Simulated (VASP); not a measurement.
## From an Ansatz input to VASP: MgSe (strained rocksalt)

Ansatz input

```yaml
crystal:
  lattice:
    - [0.0, 2.7362693763, 2.7089066825]
    - [2.7362693763, 0.0, 2.7089066825]
    - [2.7362693763, 2.7362693763, 0.0]
  atoms:
    - { symbol: Mg, position: [0.0, 0.0, 0.0] }
    - { symbol: Se, position: [0.5, 0.5, 0.5] }
kpoints:
  mp_grid: { grid: [8, 8, 8] }
  band_path:
    path:
      - [0.0, 0.0, 0.0]
      - [0.5, 0.0, 0.5]
      - [0.625, 0.25, 0.625]
      - [0.375, 0.375, 0.75]
      - [0.5, 0.5, 0.5]
      - [0.5, 0.25, 0.75]
      - [0.5, 0.5, 0.0]
    npoints: 1
hamiltonian:
  xc: r2scan
scf:
  occupations: { method: fixed }
  n_extra_bands: 4
output:
  forces: true
  stress: true
  eigenvalues: true
```

Q: Translate this input to VASP.

A: 

INCAR

```
ISMEAR = 0
NBANDS = 11
ISIF = 2
LCHARG = .TRUE.
NELM = 120
PREC = Accurate
NSW = 0
LREAL = .FALSE.
METAGGA = R2SCAN
ENCUT = 520
IBRION = -1
LASPH = .TRUE.
ALGO = Normal
LELF = .TRUE.
EDIFF = 1E-7
SIGMA = 0.01
LWAVE = .FALSE.
```

KPOINTS

```
KPOINTS created by Atomic Simulation Environment
0
Gamma
8 8 8
0 0 0
```

KPOINTS_OPT

```
special points
7
Reciprocal
0.0000000000 0.0000000000 0.0000000000 1
0.5000000000 0.0000000000 0.5000000000 1
0.6250000000 0.2500000000 0.6250000000 1
0.3750000000 0.3750000000 0.7500000000 1
0.5000000000 0.5000000000 0.5000000000 1
0.5000000000 0.2500000000 0.7500000000 1
0.5000000000 0.5000000000 0.0000000000 1
```

POSCAR

```
Mg Se
 1.0000000000000000
     0.0000000000000000    2.7362693763000001    2.7089066824999999
     2.7362693763000001    0.0000000000000000    2.7089066824999999
     2.7362693763000001    2.7362693763000001    0.0000000000000000
 Mg  Se
   1   1
Cartesian
  0.0000000000000000  0.0000000000000000  0.0000000000000000
  2.7362693763000001  2.7362693763000001  2.7089066824999999
```

VASP ran with the recommended PBE PAW datasets (8 valence electrons in the cell). Other inputs would serve too.

|  | Ansatz | VASP |
| --- | --- | --- |
| gap between bands v and c | 2.45 eV | 2.41 eV |
| least direct gap | 3.49 eV | 3.47 eV |
| pressure | 0.7 GPa | 0.4 GPa |

Each program uses its own PAW datasets. VASP's cell holds 8 valence electrons and Ansatz's 26. Ansatz's stress includes a Pulay correction; VASP's doesn't.
